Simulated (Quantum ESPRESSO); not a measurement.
# TePb (Fm-3m) in Quantum ESPRESSO: a series of runs

One crystal, TePb, is run at these levels: PBE; tasks: phonons.

Program: Quantum ESPRESSO 7.5. These are calculated values, not measurements. Logs are shortened: lines on timing, memory, paths and dates and some standing lists are left out, and cuts for length are marked.

**The experiment to reproduce.**

A printed reference work, monograph reports, for a bulk crystal of TePb at 300 K: high-frequency dielectric constant 32.8.

The results are compared with them further down.

## (1) Starting point

Symmetry: Fm-3m, No. 225, cubic system. The conventional cell has a = 6.462 Å, b = 6.462 Å, c = 6.462 Å, α = 90.00°, β = 90.00°, γ = 90.00°. Around Pb (site symmetry m-3m) lie 6 Te at 3.23 Å. Te (site symmetry m-3m) has 6 Pb at 3.23 Å as nearest neighbours.

## (2) Phonons, PBE

The input, pw.in:

```
&CONTROL
  calculation = 'scf'
  prefix = 'pwscf'
  outdir = './tmp'
  pseudo_dir = './pseudo'
  tprnfor = .true.
  tstress = .true.
  disk_io = 'low'
/
&SYSTEM
  ibrav = 0
  A = 4.56932402
  nat = 2
  ntyp = 2
  ecutwfc = 45
  ecutrho = 360
  nbnd = 16
  occupations = 'smearing'
  smearing = 'fd'
  degauss = 0.00367493
/
&ELECTRONS
  conv_thr = 4d-10
  electron_maxstep = 120
  mixing_beta = 0.5
/
ATOMIC_SPECIES
Pb   207.2000 pb_pbe_v1.uspp.F.UPF
Te   127.6000 te_pbe_v1.uspp.F.UPF
CELL_PARAMETERS alat
   0.0000000000    0.7071067812    0.7071067812
   0.7071067812    0.0000000000    0.7071067812
   0.7071067812    0.7071067812    0.0000000000
ATOMIC_POSITIONS alat
Pb     0.0000000000    0.0000000000    0.0000000000
Te     0.7071067812    0.7071067812    0.7071067812
K_POINTS automatic
6 6 6 1 1 1
```

The input, relax.in:

```
&CONTROL
  calculation = 'vc-relax'
  prefix = 'pwscf'
  outdir = './tmp'
  pseudo_dir = './pseudo'
  tprnfor = .true.
  tstress = .true.
  disk_io = 'low'
  nstep = 40
  forc_conv_thr = 0.0001
  etot_conv_thr = 1d-06
/
&SYSTEM
  ibrav = 0
  A = 4.56932402
  nat = 2
  ntyp = 2
  ecutwfc = 45
  ecutrho = 360
  nbnd = 16
  occupations = 'smearing'
  smearing = 'fd'
  degauss = 0.00367493
/
&ELECTRONS
  conv_thr = 4d-10
  electron_maxstep = 120
  mixing_beta = 0.5
/
&IONS
  ion_dynamics = 'bfgs'
/
&CELL
  cell_dynamics = 'bfgs'
  press = 0
  press_conv_thr = 0.2
/
ATOMIC_SPECIES
Pb   207.2000 pb_pbe_v1.uspp.F.UPF
Te   127.6000 te_pbe_v1.uspp.F.UPF
CELL_PARAMETERS alat
   0.0000000000    0.7071067812    0.7071067812
   0.7071067812    0.0000000000    0.7071067812
   0.7071067812    0.7071067812    0.0000000000
ATOMIC_POSITIONS alat
Pb     0.0000000000    0.0000000000    0.0000000000
Te     0.7071067812    0.7071067812    0.7071067812
K_POINTS automatic
6 6 6 1 1 1
```

The input, gamma.in:

```
&CONTROL
  calculation = 'bands'
  prefix = 'pwscf'
  outdir = './tmp'
  pseudo_dir = './pseudo'
  disk_io = 'low'
  verbosity = 'high'
/
&SYSTEM
  ibrav = 0
  A = 4.63887841
  nat = 2
  ntyp = 2
  ecutwfc = 45
  ecutrho = 360
  nbnd = 16
  occupations = 'smearing'
  smearing = 'fd'
  degauss = 0.00367493
/
&ELECTRONS
  conv_thr = 1d-08
  electron_maxstep = 120
  mixing_beta = 0.5
  diago_full_acc = .true.
  startingwfc = 'random'
/
ATOMIC_SPECIES
Pb   207.2000 pb_pbe_v1.uspp.F.UPF
Te   127.6000 te_pbe_v1.uspp.F.UPF
CELL_PARAMETERS alat
   0.0000000000    0.7071067813    0.7071067813
   0.7071067813    0.0000000000    0.7071067813
   0.7071067813    0.7071067813    0.0000000000
ATOMIC_POSITIONS alat
Pb     0.0000000000    0.0000000000    0.0000000000
Te     0.7071067813    0.7071067813    0.7071067813
K_POINTS crystal
1
0.0 0.0 0.0 1
```

The input, scf2.in:

```
&CONTROL
  calculation = 'scf'
  prefix = 'pwscf'
  outdir = './tmp'
  pseudo_dir = './pseudo'
  tprnfor = .true.
  tstress = .true.
  disk_io = 'low'
/
&SYSTEM
  ibrav = 0
  A = 4.63887841
  nat = 2
  ntyp = 2
  ecutwfc = 45
  ecutrho = 360
  nbnd = 16
  occupations = 'fixed'
/
&ELECTRONS
  conv_thr = 1d-13
  electron_maxstep = 120
  mixing_beta = 0.5
  startingpot = 'file'
/
ATOMIC_SPECIES
Pb   207.2000 pb_pbe_v1.uspp.F.UPF
Te   127.6000 te_pbe_v1.uspp.F.UPF
CELL_PARAMETERS alat
   0.0000000000    0.7071067813    0.7071067813
   0.7071067813    0.0000000000    0.7071067813
   0.7071067813    0.7071067813    0.0000000000
ATOMIC_POSITIONS alat
Pb     0.0000000000    0.0000000000    0.0000000000
Te     0.7071067813    0.7071067813    0.7071067813
K_POINTS automatic
6 6 6 1 1 1
```

The input, ph.in:

```
phonons of TePb
&INPUTPH
  prefix = 'pwscf'
  outdir = './tmp'
  tr2_ph = 1d-18
  fildyn = 'dyn'
  niter_ph = 90
  alpha_mix(1) = 0.7
  epsil = .true.
/
0.0000000000 0.0000000000 0.0000000000
```

The input, dynmat.in:

```
&INPUT
  fildyn = 'dyn'
  asr = 'crystal'
  lperm = .true.
  filout = 'dynmat.disp'
  fileig = 'dynmat.eig'
/
```

The input, dynmat_lo.in:

```
&INPUT
  fildyn = 'dyn'
  asr = 'crystal'
  filout = 'dynmat_lo.disp'
  fileig = 'dynmat_lo.eig'
  q(1) = 0
  q(2) = 0
  q(3) = 1
/
```

Potentials or basis: GBRV 1.5 PBE.

On the command line:

```
> OMP_NUM_THREADS=1 mpirun -n 4 pw.x -nk 4 -in pw.in > pw.out
> OMP_NUM_THREADS=1 mpirun -n 4 pw.x -nk 4 -in relax.in > relax.out
> OMP_NUM_THREADS=1 mpirun -n 4 pw.x -in gamma.in > gamma.out
> OMP_NUM_THREADS=1 mpirun -n 4 pw.x -nk 4 -in scf2.in > scf2.out
> OMP_NUM_THREADS=1 mpirun -n 4 ph.x -nk 4 -in ph.in > ph.out
> OMP_NUM_THREADS=1 mpirun -n 1 dynmat.x -in dynmat.in > dynmat.out
> OMP_NUM_THREADS=1 mpirun -n 1 dynmat.x -in dynmat_lo.in > dynmat_lo.out
```

pw.out:

```text
This program is part of the open-source Quantum ESPRESSO suite
     for quantum simulation of materials; please cite
         "P. Giannozzi et al., J. Phys.:Condens. Matter 21 395502 (2009);
         "P. Giannozzi et al., J. Phys.:Condens. Matter 29 465901 (2017);
         "P. Giannozzi et al., J. Chem. Phys. 152 154105 (2020);
     in publications or presentations arising from this work. More details at

     Message from routine setup:
     using ibrav=0 with symmetry is DISCOURAGED, use correct ibrav instead

     K-points division:     npool     =       4
     Subspace diagonalization in iterative solution of the eigenvalue problem:
     a serial algorithm will be used

     G-vector sticks info
     --------------------
     sticks:   dense  smooth     PW     G-vecs:    dense   smooth      PW
     Sum        1843     925    283                52345    18499    3119

     Using Slab Decomposition

     bravais-lattice index     =            0
     lattice parameter (alat)  =       8.6348  a.u.
     unit-cell volume          =     455.2369 (a.u.)^3
     number of atoms/cell      =            2
     number of atomic types    =            2
     number of electrons       =        20.00
     number of Kohn-Sham states=           16
     kinetic-energy cutoff     =      45.0000  Ry
     charge density cutoff     =     360.0000  Ry
     scf convergence threshold =      4.0E-10
     mixing beta               =       0.5000
     number of iterations used =            8  plain     mixing
     Exchange-correlation= SLA  PW   PBE  PBE
                           (   1   4   3   4   0   0   0)

     celldm(1)=   8.634771  celldm(2)=   0.000000  celldm(3)=   0.000000
     celldm(4)=   0.000000  celldm(5)=   0.000000  celldm(6)=   0.000000

     crystal axes: (cart. coord. in units of alat)
               a(1) = (   0.000000   0.707107   0.707107 )
               a(2) = (   0.707107   0.000000   0.707107 )
               a(3) = (   0.707107   0.707107   0.000000 )

     reciprocal axes: (cart. coord. in units 2 pi/alat)
               b(1) = ( -0.707107  0.707107  0.707107 )
               b(2) = (  0.707107 -0.707107  0.707107 )
               b(3) = (  0.707107  0.707107 -0.707107 )

     PseudoPot. # 1 for Pb read from file:
     pb_pbe_v1.uspp.F.UPF
     Pseudo is Ultrasoft + core correction, Zval = 14.0
     Generated by new atomic code, or converted to UPF format
     Using radial grid of  899 points,  6 beta functions with:
                l(1) =   0
                l(2) =   0
                l(3) =   1
                l(4) =   1
                l(5) =   2
                l(6) =   2
     Q(r) pseudized with  6 coefficients,  rinner =    1.000   1.000   1.000
                                                       1.000   1.000

     PseudoPot. # 2 for Te read from file:
     te_pbe_v1.uspp.F.UPF
     Pseudo is Ultrasoft + core correction, Zval =  6.0
     Generated by new atomic code, or converted to UPF format
     Using radial grid of  891 points,  5 beta functions with:
                l(1) =   0
                l(2) =   0
                l(3) =   1
                l(4) =   1
                l(5) =   2
     Q(r) pseudized with  6 coefficients,  rinner =    1.800   1.800   1.800
                                                       1.800   1.800

     atomic species   valence    mass     pseudopotential
     Pb               14.00   207.20000     Pb( 1.00)
     Te                6.00   127.60000     Te( 1.00)

     48 Sym. Ops., with inversion, found

   Cartesian axes

     site n.     atom                  positions (alat units)
         1        Pb     tau(   1) = (   0.0000000   0.0000000   0.0000000  )
         2        Te     tau(   2) = (   0.7071068   0.7071068   0.7071068  )

     number of k points=    28  Fermi-Dirac smearing, width (Ry)=  0.0037
                       cart. coord. in units 2pi/alat
        k(    1) = (   0.0589256   0.0589256   0.0589256), wk =   0.0185185
        k(    2) = (   0.1767767   0.1767767  -0.0589256), wk =   0.0555556
        k(    3) = (   0.2946278   0.2946278  -0.1767767), wk =   0.0555556
        k(    4) = (  -0.2946278  -0.2946278   0.4124790), wk =   0.0555556
        k(    5) = (  -0.1767767  -0.1767767   0.2946278), wk =   0.0555556
        k(    6) = (  -0.0589256  -0.0589256   0.1767767), wk =   0.0555556
[... 20 lines left out ...]
        k(   27) = (   0.2946278   0.2946278   0.2946278), wk =   0.0185185
        k(   28) = (  -0.2946278  -0.2946278   0.8838835), wk =   0.0555556

     Dense  grid:    52345 G-vectors     FFT dimensions: (  54,  54,  54)

     Smooth grid:    18499 G-vectors     FFT dimensions: (  40,  40,  40)

     Initial potential from superposition of free atoms

     starting charge      19.9974, renormalised to      20.0000

     negative rho (up, down):  1.582E-02 0.000E+00
     Starting wfcs are   13 randomized atomic wfcs +    3 random wfcs

     Self-consistent Calculation

     iteration #  1     ecut=    45.00 Ry     beta= 0.50
     Davidson diagonalization with overlap
     ethr =  1.00E-02,  avg # of iterations =  5.4

     Threshold (ethr) on eigenvalues was too large:
     Diagonalizing with lowered threshold

     Davidson diagonalization with overlap
     ethr =  1.71E-04,  avg # of iterations =  3.4

     negative rho (up, down):  1.523E-02 0.000E+00
[... 28 lines left out ...]
     total energy              =    -190.71518565 Ry
     estimated scf accuracy    <       0.00000575 Ry

     iteration #  5     ecut=    45.00 Ry     beta= 0.50
     Davidson diagonalization with overlap
     c_bands:  1 eigenvalues not converged
     ethr =  2.88E-08,  avg # of iterations = 13.4

     negative rho (up, down):  1.543E-02 0.000E+00

     total energy              =    -190.71521889 Ry
     estimated scf accuracy    <       0.00000162 Ry
[... 28 lines left out ...]
     iteration #  9     ecut=    45.00 Ry     beta= 0.50
     Davidson diagonalization with overlap
     ethr =  6.86E-12,  avg # of iterations =  3.0

     negative rho (up, down):  1.554E-02 0.000E+00

     End of self-consistent calculation

          k = 0.0589 0.0589 0.0589 (  2307 PWs)   bands (ev):

    -9.2608  -9.2608  -9.2513  -9.2505  -9.2505  -4.4930   1.6628   6.1444
     6.1444   6.2429  11.2076  11.3086  11.3086  13.1586  13.3687  13.3687
[... 73 lines left out ...]
    -9.3177  -9.2601  -9.2503  -9.2268  -9.2263  -2.8970   0.0543   3.1337
     4.7511   4.7881  10.8845  12.6668  12.7309  13.8710  15.8316  17.8585

          k =-0.5303 0.1768-0.0589 (  2328 PWs)   bands (ev):

    -9.3017  -9.2568  -9.2548  -9.2329  -9.2297  -3.0921  -0.2374   4.1269
     4.6346   5.7531  10.7187  11.5427  12.2360  12.7879  15.8338  16.8008

          k =-0.4125 0.0589 0.0589 (  2324 PWs)   bands (ev):
[... 51 lines left out ...]
    -9.2820  -9.2695  -9.2461  -9.2370  -9.2335  -3.0190  -0.9373   4.8868
     6.1036   6.5199   9.2672   9.4293  11.0687  14.7924  15.5578  15.8410

     the Fermi energy is     7.9000 ev

!    total energy              =    -190.71521890 Ry
     estimated scf accuracy    <          1.2E-10 Ry
     smearing contrib. (-TS)   =      -0.00000007 Ry
     internal energy E=F+TS    =    -190.71521883 Ry

     The total energy is F=E-TS. E is the sum of the following terms:
     one-electron contribution =     -45.93562211 Ry
     hartree contribution      =      35.15804560 Ry
     xc contribution           =     -77.83943224 Ry
     ewald contribution        =    -102.09821009 Ry

     convergence has been achieved in   9 iterations

     negative rho (up, down):  1.554E-02 0.000E+00

     Forces acting on atoms (cartesian axes, Ry/au):

     atom    1 type  1   force =    -0.00000000   -0.00000000    0.00000000
     atom    2 type  2   force =    -0.00000000   -0.00000000   -0.00000000

     Total force =     0.000000     Total SCF correction =     0.000000

     Computing stress (Cartesian axis) and pressure

     negative rho (up, down):  1.554E-02 0.000E+00
          total   stress  (Ry/bohr**3)                   (kbar)     P=       19.44
   0.00013212  -0.00000000  -0.00000000           19.44       -0.00       -0.00
  -0.00000000   0.00013212  -0.00000000           -0.00       19.44       -0.00
  -0.00000000  -0.00000000   0.00013212           -0.00       -0.00       19.44

=------------------------------------------------------------------------------=
   JOB DONE.
=------------------------------------------------------------------------------=
```

Run time: 4 min. Hardware: 4 MPI ranks of Arm Neoverse V2, shared host; peak memory 0.64 GiB.

Results:

```yaml
Free_energy: -2594.8317 eV
Relaxed_volume: 35.29 Å³/atom
Relaxed_cell: a = 4.639 Å, b = 4.639 Å, c = 4.639 Å, α = 60.00°, β = 60.00°, γ = 60.00°
Space_group_after_relaxing_to_0.05_Å: Fm-3m (No. 225)
Pressure_after_relaxing: 0.0 GPa
Electronic_dielectric_tensor_diagonal: 27.06
Born_charges_mean_of_the_diagonal: Pb +5.75; Te -5.74 e
Highest_phonon_frequency_at_Γ_LO-TO_splitting_left_out: 25 cm⁻¹
Static_dielectric_tensor_diagonal: 490.08
```

Step by step:
| step | energy change (eV) | largest force (eV/Å) | pressure (GPa) | volume (Å³) |
| --- | --- | --- | --- | --- |
| 1 | 0.0000 | 0.0000 | 1.94 | 67.46 |
| 2 | -0.0072 | 0.0000 | 1.48 | 68.13 |
| 3 | -0.0129 | 0.0000 | 1.00 | 68.87 |
| 4 | -0.0176 | 0.0000 | 0.33 | 70.00 |
| 5 | -0.0182 | 0.0000 | 0.01 | 70.56 |
| 6 | -0.0182 | 0.0000 | 0.00 | 70.59 |

Final structure:
```
Pb Te
1.0
     0.00000    3.28018    3.28018
     3.28018    0.00000    3.28018
     3.28018    3.28018    0.00000
Pb Te
1 1
Direct
  0.00000 0.00000 0.00000
  0.50000 0.50000 0.50000
```

Phonon frequencies in cm⁻¹ (negative: imaginary):
| q point | frequencies |
| --- | --- |
| (0.000, 0.000, 0.000) | -1 -1 -1 25 25 25 |

Electronic dielectric tensor:
```
27.06  0.00  0.00
 0.00 27.06  0.00
 0.00  0.00 27.06
```

Born effective charge tensors (e):
atom 1, Pb
```
5.75 0.00 0.00
0.00 5.75 0.00
0.00 0.00 5.75
```
atom 2, Te
```
-5.74  0.00  0.00
 0.00 -5.74  0.00
 0.00  0.00 -5.74
```

Optical modes at Γ, degenerate ones joined, polar ones without the macroscopic field:
```tsv
cm⁻¹	components	symmetry	active in	IR intensity, summed ((D/Å)²/amu)
25	3	T1u	IR	28.91
```

Zone-centre frequencies without and with the macroscopic field along z (cm⁻¹):
```tsv
	optical modes in rising order
without	25 25 25
with the field	25 25 107
```

Static dielectric tensor, electrons and zone-centre modes:
```
490.08   0.00   0.00
  0.00 490.08   0.00
  0.00   0.00 490.08
```

The run has no spin-orbit coupling, so splittings on Pb, Te are missing.

[end of part 1 of 4]
